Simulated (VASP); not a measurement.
Wanted: the native input for a VASP 6.6.1 run.

* Task: work function
* Functional: PBE
* Potentials or basis: VASP PAW PBE potentials, release 64 (Si, C)
* Cutoff: 520 eV
* k mesh: 12 × 12 × 1
* Occupations: gaussian, width 0.03 eV
* Spin: no spin polarisation
* Dipole correction: yes
* Further INCAR settings: ALGO = Normal; EDIFF = 1e-06

The structure of SiC lies in POSCAR:

```
SiC                                     
1.0
    3.0902841736      0.0000000000      0.0000000000
   -1.5451420868      2.6762646016      0.0000000000
    0.0000000000      0.0000000000     16.0000000000
  Si              C             
     1     1
Direct
     0.3333330000000032    0.6666669999999968    0.5000000000000000
     0.6666669999999968    0.3333330000000032    0.5000000000000000
```

The cell was built by a generator and needn't be a form met in nature.

These files were run (other wordings do the same):

INCAR

```
  PREC = Accurate
  ENCUT = 520
  EDIFF = 1E-6
  ISMEAR = 0
  SIGMA = 0.03
  LREAL = F
  LASPH = T
  NELM = 100
  ALGO = Normal
  ISIF = 2
  LWAVE = F
  LCHARG = T
  LDIPOL = T
  IDIPOL = 3
  DIPOL = 0.5 0.5 0.500
  GGA = PE
  LVHAR = T
  LVACPOTAV = T
  KPAR = 4
```

KPOINTS

```
Automatic mesh
0
Gamma
  12 12 1
```

Potentials or basis: VASP PAW PBE potentials, release 64 (Si, C).

Command:

```sh
$ cat potpaw_PBE.64/Si/POTCAR potpaw_PBE.64/C/POTCAR > POTCAR
$ mpirun -np 4 vasp_std > vasp.out
```

It gave:

```json
{"Band gap on the k mesh": "2.55 eV, indirect (least direct gap 2.57 eV)", "Ionisation potential of the upper face": "5.03 eV"}
```

It took 16 s on 4 MPI ranks on Intel(R) Xeon(R) Platinum 8488C (Sapphire Rapids) (shared host), peak memory 0.24 GiB a rank.
